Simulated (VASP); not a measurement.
# CdTe (F-43m) in VASP: single point with LDA

Aim: the single point of CdTe with LDA.

Program: VASP 6.6.1. These are calculated values, not measurements. Logs are shortened: lines on timing, memory, paths and dates and some standing lists are left out, and cuts for length are marked.

**What was measured.**

From a printed reference work, data compilation, for a bulk crystal of CdTe at 0 K: band gap 1.607 eV.

How close the calculation comes is told below.

## 1. The cell of the first run

It takes space group F-43m (No. 216, cubic). The conventional cell has a = 6.410 Å, b = 6.410 Å, c = 6.410 Å, α = 90.00°, β = 90.00°, γ = 90.00°. Within 3.7 Å of Cd (site symmetry -43m) lie 4 Te at 2.78 Å. Te (site symmetry -43m) has 4 Cd at 2.78 Å within 3.7 Å.

## 2. Single point, LDA

Input file INCAR:

```
SYSTEM = CdTe
ALGO = Normal
EDIFF = 1E-6
ENCUT = 500
GGA_COMPAT = .False.
ISIF = 2
ISMEAR = 0
LASPH = .True.
LCHARG = .False.
LREAL = .False.
LWAVE = .False.
NBANDS = 16
NELM = 120
PREC = Accurate
SIGMA = 0.01
```

Input file KPOINTS:

```
k-points
0
Gamma
  6 6 6
  0 0 0
```

Input file POSCAR:

```
CdTe
1.0
    0.0000000000      3.2050000000      3.2050000000
    3.2050000000      0.0000000000      3.2050000000
    3.2050000000      3.2050000000      0.0000000000
Cd Te
1 1
Direct
    0.0000000000      0.0000000000      0.0000000000
    0.7500000000      0.7500000000      0.7500000000
```

Potentials or basis: VASP PAW LDA potentials, release 64 (Cd, Te).

On the command line:

```console
> cat potpaw_LDA.64/Cd/POTCAR potpaw_LDA.64/Te/POTCAR > POTCAR
> mpirun -np 1 vasp_std > vasp.out
```

OUTCAR:

```text
SYSTEM = CdTe
   EDIFF = 1E-6
   ENCUT = 500
   ISIF = 2
   ISMEAR = 0
   LASPH = .True.
   LREAL = .False.
   NELM = 120
   PREC = Accurate

 ion  position               nearest neighbor table
   1  0.000  0.000  0.000-   2 2.78   2 2.78   2 2.78   2 2.78
   2  0.750  0.750  0.750-   1 2.78   1 2.78   1 2.78   1 2.78

  LATTYP: Found a face centered cubic cell.
 ALAT       =     6.4100000000

  Lattice vectors:

 A1 = (   0.0000000000,   3.2050000000,   3.2050000000)
 A2 = (   3.2050000000,   0.0000000000,   3.2050000000)
 A3 = (   3.2050000000,   3.2050000000,   0.0000000000)

Analysis of symmetry for initial positions (statically):
=====================================================================
 Subroutine PRICEL returns:
 Original cell was already a primitive cell.

 Routine SETGRP: Setting up the symmetry group for a
 face centered cubic supercell.

 Subroutine GETGRP returns: Found 24 space group operations
 (whereof 24 operations were pure point group operations)
 out of a pool of 48 trial point group operations.

The static configuration has the point symmetry T_d .

Analysis of symmetry for dynamics (positions and initial velocities):
=====================================================================
 Subroutine PRICEL returns:
 Original cell was already a primitive cell.

 Routine SETGRP: Setting up the symmetry group for a
 face centered cubic supercell.

 Subroutine GETGRP returns: Found 24 space group operations
 (whereof 24 operations were pure point group operations)
 out of a pool of 48 trial point group operations.

The dynamic configuration has the point symmetry T_d .

 Subroutine INISYM returns: Found 24 space group operations
 (whereof 24 operations are pure point group operations),
 and found     1 'primitive' translations

----------------------------------------------------------------------------------------

                                     Primitive cell

  volume of cell :      65.8437

  direct lattice vectors                    reciprocal lattice vectors
     0.000000000  3.205000000  3.205000000    -0.156006240  0.156006240  0.156006240
     3.205000000  0.000000000  3.205000000     0.156006240 -0.156006240  0.156006240
     3.205000000  3.205000000  0.000000000     0.156006240  0.156006240 -0.156006240

  length of vectors
     4.532554467  4.532554467  4.532554467     0.270210734  0.270210734  0.270210734

  position of ions in fractional coordinates (direct lattice)
     0.000000000  0.000000000  0.000000000
     0.750000000  0.750000000  0.750000000

  ion indices of the primitive-cell ions
   primitive index   ion index
                 1           1
                 2           2

----------------------------------------------------------------------------------------

 KPOINTS: k-points

Automatic generation of k-mesh.
 Grid dimensions read from file:
 generate k-points for:    6    6    6

 Generating k-lattice:

  Cartesian coordinates                     Fractional coordinates (reciprocal lattice)
    -0.026001040  0.026001040  0.026001040     0.166666667  0.000000000  0.000000000
     0.026001040 -0.026001040  0.026001040     0.000000000  0.166666667  0.000000000
     0.026001040  0.026001040 -0.026001040     0.000000000  0.000000000  0.166666667

  Length of vectors
     0.045035122  0.045035122  0.045035122

  Shift w.r.t. Gamma in fractional coordinates (k-lattice)
     0.000000000  0.000000000  0.000000000

 Subroutine IBZKPT returns following result:
 ===========================================

 Found     16 irreducible k-points:

 Following reciprocal coordinates:
            Coordinates               Weight
  0.000000  0.000000  0.000000      1.000000
  0.166667  0.000000  0.000000      8.000000
  0.333333  0.000000  0.000000      8.000000
  0.500000  0.000000  0.000000      4.000000
  0.166667  0.166667  0.000000      6.000000
  0.333333  0.166667  0.000000     24.000000
[... 8 lines left out ...]
 -0.333333  0.333333  0.166667     24.000000
 -0.333333  0.500000  0.166667     12.000000
   k-points           NKPTS =     16   k-points in BZ     NKDIM =     16   number of bands    NBANDS=     16
   number of dos      NEDOS =    301   number of ions     NIONS =      2
   total plane-waves  NPLWV =  46656
   dimension x,y,z NGX =    36 NGY =   36 NGZ =   36
   dimension x,y,z NGXF=    72 NGYF=   72 NGZF=   72
   ions per type =               1   1
   NGX,Y,Z   is equivalent  to a cutoff of  13.20, 13.20, 13.20 a.u.
   NGXF,Y,Z  is equivalent  to a cutoff of  26.41, 26.41, 26.41 a.u.
 SYSTEM =  CdTe
   PREC   = accura    normal or accurate (medium, high low for compatibility)
   ISTART =      0    job   : 0-new  1-cont  2-samecut
   ICHARG =      2    charge: 1-file 2-atom 10-const
   ISPIN  =      1    spin polarized calculation?
   LNONCOLLINEAR =      F non collinear calculations
   LSORBIT =      F    spin-orbit coupling
   LASPH  =      T    aspherical Exc in radial PAW
   ENCUT  =  500.0 eV  36.75 Ry    6.06 a.u.   8.26  8.26  8.26*2*pi/ulx,y,z
   NELM   =    120;   NELMIN=  2; NELMDL= -5     # of ELM steps
   EDIFF  = 0.1E-05   stopping-criterion for ELM
   LREAL  =      F    real-space projection
   EDIFFG = 0.1E-04   stopping-criterion for IOM
   NSW    =      0    number of steps for IOM
   IBRION =     -1    ionic relax: 0-MD 1-quasi-New 2-CG
   NFREE  =      0    steps in history (QN), initial steepest desc. (CG)
   ISIF   =      2    stress and relaxation
   ISYM   =      2    0-nonsym 1-usesym 2-fastsym
   POTIM  = 0.5000    time-step for ionic-motion
   TEBEG  =    0.0;   TEEND  =   0.0 temperature during run
   PSTRESS=    0.0 pullay stress
   NELECT =      18.0000    total number of electrons
   NUPDOWN=      -1.0000    fix difference up-down
   EMIN   =  10.00;   EMAX   =-10.00  energy-range for DOS
   EFERMI =   0.00;   METHOD = LEGACY
   ISMEAR =     0;   SIGMA  =   0.01  broadening in eV -4-tet -1-fermi 0-gaus
   EFERMI_NEDOS =   21; number of points for ismear=-14 and -15
   IALGO  =     38    algorithm
   IMIX   =      4    mixing-type and parameters
     AMIX     =   0.40;   BMIX     =  1.00
     AMIX_MAG =   1.60;   BMIX_MAG =  1.00
  volume/ion in A,a.u.               =      32.92       222.17
  Fermi-wavevector in a.u.,A,eV,Ry     =   1.062497  2.007828 15.359610  1.128899
  Thomas-Fermi vector in A             =   2.197950
   LORBIT       =      0    0 simple, 1 ext, 2 COOP (PROOUT), +10 PAW based schemes
   GGA     = CA    functional components
   LHFCALC =     F    Hartree Fock is set to
   AEXX    =    0.0000 exact exchange contribution
   IVDW    =     0    specifies the selected vdW correction
   LEPSILON=     F    determine dielectric tensor
   LRPA    =     F    only Hartree local field effects (RPA)
 non-spin polarized calculation
 Gauss-broadening in eV      SIGMA  =   0.01
  energy-cutoff  :      500.00
  volume of cell :       65.84
 maximum number of plane-waves:      1687
 NGX is ok and might be reduce to    36
   NGX = 17   NGY = 17   NGZ = 17

 number of electron      17.9999995 magnetization

 Free energy of the ion-electron system (eV)
  ---------------------------------------------------
  ext. energy  EPLUGINS =         0.00000000
  ---------------------------------------------------
  free energy    TOTEN  =        -6.04425111 eV

  energy without entropy =       -6.04425111  energy(sigma->0) =       -6.04425111

 E-fermi :   2.5769     XC(G=0):  -9.0888

 val. band max:        2.4698494412   @ k =   0.0000   0.0000   0.0000
 cond. band min:       3.1207126173   @ k =   0.0000   0.0000   0.0000
 fundamental gap:      0.6508631761
 Fermi energy:         2.5768510414

 k-point     1 :       0.0000    0.0000    0.0000
  band No.  band energies     occupation
      1      -8.9651      2.00000
      2      -5.9465      2.00000
      3      -5.9465      2.00000
      4      -5.9465      2.00000
      5      -5.6574      2.00000
      6      -5.6574      2.00000
[... 8 lines left out ...]
     15      11.8612      0.00000
     16      11.8612      0.00000

 k-point     2 :       0.1667    0.0000    0.0000
  band No.  band energies     occupation
      1      -8.8559      2.00000
      2      -5.9258      2.00000
      3      -5.9258      2.00000
      4      -5.8621      2.00000
      5      -5.6589      2.00000
      6      -5.6589      2.00000
[... 8 lines left out ...]
     15      10.8883      0.00000
     16      10.8883      0.00000

 k-point     3 :       0.3333    0.0000    0.0000
  band No.  band energies     occupation
      1      -8.6364      2.00000
      2      -5.8902      2.00000
      3      -5.8902      2.00000
      4      -5.6548      2.00000
      5      -5.6548      2.00000
      6      -5.5653      2.00000
[... 8 lines left out ...]
     15      11.3105      0.00000
     16      11.3105      0.00000

 k-point     4 :       0.5000    0.0000    0.0000
  band No.  band energies     occupation
      1      -8.5285      2.00000
      2      -5.8765      2.00000
      3      -5.8765      2.00000
      4      -5.6478      2.00000
      5      -5.6478      2.00000
      6      -5.2845      2.00000
[... 8 lines left out ...]
     15      12.7622      0.00000
     16      12.7622      0.00000

 k-point     5 :       0.1667    0.1667    0.0000
  band No.  band energies     occupation
      1      -8.8198      2.00000
      2      -5.9049      2.00000
      3      -5.9049      2.00000
      4      -5.8651      2.00000
      5      -5.6672      2.00000
      6      -5.6490      2.00000
[... 8 lines left out ...]
     15      11.5544      0.00000
     16      12.0987      0.00000

 k-point     6 :       0.3333    0.1667    0.0000
  band No.  band energies     occupation
      1      -8.6382      2.00000
      2      -5.8777      2.00000
      3      -5.8644      2.00000
      4      -5.7207      2.00000
      5      -5.6428      2.00000
      6      -5.5886      2.00000
[... 8 lines left out ...]
     15      12.1229      0.00000
     16      12.2211      0.00000

 k-point     7 :       0.5000    0.1667    0.0000
  band No.  band energies     occupation
      1      -8.4961      2.00000
      2      -5.8616      2.00000
      3      -5.8472      2.00000
      4      -5.6771      2.00000
      5      -5.6447      2.00000
      6      -5.2602      2.00000
[... 8 lines left out ...]
     15      12.4154      0.00000
     16      12.8577      0.00000

 k-point     8 :      -0.3333    0.1667    0.0000
  band No.  band energies     occupation
      1      -8.5310      2.00000
      2      -5.8627      2.00000
      3      -5.8627      2.00000
      4      -5.6621      2.00000
      5      -5.6616      2.00000
      6      -5.3551      2.00000
[... 8 lines left out ...]
     15      11.5369      0.00000
     16      12.7671      0.00000

 k-point     9 :      -0.1667    0.1667    0.0000
  band No.  band energies     occupation
      1      -8.7102      2.00000
      2      -5.9020      2.00000
      3      -5.8867      2.00000
      4      -5.7271      2.00000
      5      -5.6688      2.00000
      6      -5.6346      2.00000
[... 8 lines left out ...]
     15      11.3757      0.00000
     16      12.1461      0.00000

 k-point    10 :       0.3333    0.3333    0.0000
  band No.  band energies     occupation
      1      -8.5324      2.00000
      2      -5.8138      2.00000
      3      -5.8138      2.00000
      4      -5.7666      2.00000
      5      -5.6323      2.00000
      6      -5.4674      2.00000
[... 8 lines left out ...]
     15      12.7541      0.00000
     16      14.4229      0.00000

 k-point    11 :       0.5000    0.3333    0.0000
  band No.  band energies     occupation
      1      -8.4295      2.00000
      2      -5.8149      2.00000
      3      -5.7900      2.00000
      4      -5.7340      2.00000
      5      -5.6336      2.00000
      6      -5.1899      2.00000
[... 8 lines left out ...]
     15      13.1640      0.00000
     16      13.9885      0.00000

 k-point    12 :      -0.3333    0.3333    0.0000
  band No.  band energies     occupation
      1      -8.4300      2.00000
      2      -5.8363      2.00000
      3      -5.8115      2.00000
      4      -5.6898      2.00000
      5      -5.6531      2.00000
      6      -5.1187      2.00000
[... 8 lines left out ...]
     15      11.4357      0.00000
     16      14.6160      0.00000

 k-point    13 :       0.5000    0.5000    0.0000
  band No.  band energies     occupation
      1      -8.3955      2.00000
      2      -5.7813      2.00000
      3      -5.7638      2.00000
      4      -5.7638      2.00000
      5      -5.6239      2.00000
      6      -5.1371      2.00000
[... 8 lines left out ...]
     15      13.3010      0.00000
     16      14.0258      0.00000

 k-point    14 :       0.5000    0.3333    0.1667
  band No.  band energies     occupation
      1      -8.4976      2.00000
      2      -5.8407      2.00000
      3      -5.8331      2.00000
      4      -5.7065      2.00000
      5      -5.6441      2.00000
      6      -5.3303      2.00000
[... 8 lines left out ...]
     15      12.7272      0.00000
     16      13.9298      0.00000

 k-point    15 :      -0.3333    0.3333    0.1667
  band No.  band energies     occupation
      1      -8.4299      2.00000
      2      -5.8331      2.00000
      3      -5.8163      2.00000
      4      -5.6861      2.00000
      5      -5.6553      2.00000
      6      -5.1175      2.00000
[... 8 lines left out ...]
     15      12.9227      0.00000
     16      13.7048      0.00000

 k-point    16 :      -0.3333    0.5000    0.1667
  band No.  band energies     occupation
      1      -8.3969      2.00000
      2      -5.8035      2.00000
      3      -5.7993      2.00000
      4      -5.7122      2.00000
      5      -5.6443      2.00000
      6      -5.0645      2.00000
[... 8 lines left out ...]
     15      13.5701      0.00000
     16      13.8135      0.00000

------------------------ aborting loop because EDIFF is reached ----------------------------------------

  FORCE on cell =-STRESS in cart. coord.  units (eV):
  Direction    XX          YY          ZZ          XY          YZ          ZX
  --------------------------------------------------------------------------------------
  -------------------------------------------------------------------------------------
  Total        0.1061165      0.1061165      0.1061165      0.0000000      0.0000000      0.0000000
  in kB        2.5821384      2.5821384      2.5821384      0.0000000      0.0000000      0.0000000
  external PRESSURE =       2.5821384 kB  Pullay stress =       0.0000000 kB

 VOLUME and BASIS-vectors are now :
 -----------------------------------------------------------------------------
  energy-cutoff  :      500.00
  volume of cell :       65.84
      direct lattice vectors                 reciprocal lattice vectors
     0.000000000  3.205000000  3.205000000    -0.156006240  0.156006240  0.156006240
     3.205000000  0.000000000  3.205000000     0.156006240 -0.156006240  0.156006240
     3.205000000  3.205000000  0.000000000     0.156006240  0.156006240 -0.156006240

 POSITION                                       TOTAL-FORCE (eV/Angst)
 -----------------------------------------------------------------------------------
      0.00000      0.00000      0.00000         0.000000     -0.000000      0.000000
      4.80750      4.80750      4.80750        -0.000000      0.000000     -0.000000
 -----------------------------------------------------------------------------------
    total drift:                               -0.000000     -0.000000     -0.000000

  FREE ENERGIE OF THE ION-ELECTRON SYSTEM (eV)
  ---------------------------------------------------
  free  energy   TOTEN  =        -6.0442511139 eV

  energy  without entropy=       -6.0442511139  energy(sigma->0) =       -6.04425111
```

Wall time 7.5 s (1 thread of Intel Xeon 6975P-C (Granite Rapids), shared host); peak memory 0.17 GiB.

Results:

```
Free energy            : -6.0443 eV
Pressure               : 0.3 GPa
Band gap on the k mesh : 0.65 eV, direct
```

Levels at points of the mesh, in eV from the valence-band top:
```tsv
k point	band 5	band 6	band 7	band 8	band 9	band 10	band 11	band 12	band 13	band 14
(0.00, 0.00, 0.00)	-8.13	-8.13	0.00	0.00	0.00	0.65	4.47	4.47	4.47	7.26
(0.50, 0.00, 0.00)	-8.12	-7.75	-4.69	-0.84	-0.84	1.69	5.08	5.08	6.88	8.57
(0.50, 0.50, 0.00)	-8.09	-7.61	-4.54	-2.01	-2.01	2.37	2.54	8.82	9.15	9.15
```

Caveat: spin-orbit coupling is left out, which moves the levels of the heavy elements.

## 3. Against experiment

Step 2. A measured gap of CdTe is 1.607 eV (0 K; a printed reference work, data compilation); the calculated 0.65 eV misses it by -0.96 eV. Spin-orbit coupling on Cd, Te is left out. The value is that of LDA, without temperature or zero-point motion. Semilocal functionals fall short of measured gaps as a rule.
